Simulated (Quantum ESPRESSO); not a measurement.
The system is HfC.

```
Hf C
1.0
     0.00000    2.32500    2.32500
     2.32500    0.00000    2.32500
     2.32500    2.32500    0.00000
Hf C
1 1
Direct
  0.50000 0.50000 0.50000
  0.00000 0.00000 0.00000
```

```yaml
Program: Quantum ESPRESSO 7.5
Task: phonons
Functional: PBEsol
Potentials_or_basis: GBRV 1.5 PBEsol
Cutoff: 612 eV
Density_cutoff: 4898 eV
k_mesh: 8 × 8 × 8
Occupations: cold, width 0.2 eV
Spin: no spin polarisation
Mixing_beta: 0.5
Most_SCF_iterations: 120
SCF_threshold: 4e-10 Ry
```

The cell and the atoms were relaxed first, to 12.24 Å³/atom (a = 3.259 Å, b = 3.259 Å, c = 3.259 Å, α = 60.00°, β = 60.00°, γ = 60.00°), and the response was taken there.

**Question.** Where do the zone-centre optical modes lie?

**Answer.** T1u at 483 cm⁻¹ (IR).

Optical modes at Γ, degenerate ones joined:
| cm⁻¹ | components | symmetry | active in |
| --- | --- | --- | --- |
| 483 | 3 | T1u | IR |

Caveat: the mesh is thin for the phonons of a metal.
